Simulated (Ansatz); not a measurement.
**CdF2 under several functionals and dispersion corrections (calculated)**

Starting cell:

```xyz
3
Lattice="0.0000 2.6940 2.6940 2.6940 0.0000 2.6940 2.6940 2.6940 0.0000" Properties=species:S:1:pos:R:3 pbc="T T T"
Cd    0.0000    0.0000    0.0000
F     1.3470    1.3470    1.3470
F     4.0410    4.0410    4.0410
```

Ansatz, plane waves and PAW, scalar-relativistic (no spin–orbit coupling), 8×8×8 k-mesh. No spin polarisation. In the setting of the table the starting cell (space group Fm-3m) has 3.810 × 3.810 × 3.810 Å, angles 60.0 / 60.0 / 60.0°. Each functional was followed to zero pressure by scaling the cell, shape and atoms held, then fitted over four more volumes within ±4 % of it.

What cell, stiffness and gap does each give?


| functional | V0 (Å³/atom) | cell | B0 (GPa) | B′ from the pressures | gap on the mesh | cutoff (eV) |
| --- | --- | --- | --- | --- | --- | --- |
| revPBE + D4 | 13.69 | 3.872 × 3.872 × 3.872 Å, angles 60.0 / 60.0 / 60.0° | 92 | 4.7 | 3.08 eV | 420 |
| rPW86-PBE + rVV10 | 13.54 | 3.860 × 3.860 × 3.860 Å, angles 60.0 / 60.0 / 60.0° | 103 | 4.8 | 2.73 eV | 420 |
| PBE + D3(BJ)-ATM | 13.48 | 3.854 × 3.854 × 3.854 Å, angles 60.0 / 60.0 / 60.0° | 99 | 4.8 | 2.98 eV | 420 |
| BLYP | 14.12 | 3.912 × 3.912 × 3.912 Å, angles 60.0 / 60.0 / 60.0° | 89 | 4.8 | 2.84 eV | 420 |
| PBEsol + D3(BJ) | 12.80 | 3.787 × 3.787 × 3.787 Å, angles 60.0 / 60.0 / 60.0° | 112 | 4.9 | 3.00 eV | 420 |

The volumes span 10.3 %, from PBEsol + D3(BJ) to BLYP. The stiffness doesn't follow the volume steadily: stiffest PBEsol + D3(BJ) (112 GPa at 12.80 Å³/atom), softest BLYP (89 GPa at 14.12 Å³/atom), yet rPW86-PBE + rVV10 is stiffer than PBE + D3(BJ)-ATM in a larger cell (103 against 99 GPa).

Caveats: gaps at these levels are rough, and mostly too small.

Points behind the fit for PBEsol + D3(BJ):

| V (Å³/atom) | E − Emin (meV/atom) | P (GPa) |
| --- | --- | --- |
| 12.289 | 7.86 | 5.10 |
| 12.545 | 1.97 | 2.40 |
| 12.801 | 0.00 | 0.00 |
| 13.057 | 1.82 | -2.13 |
| 13.313 | 6.68 | -4.03 |
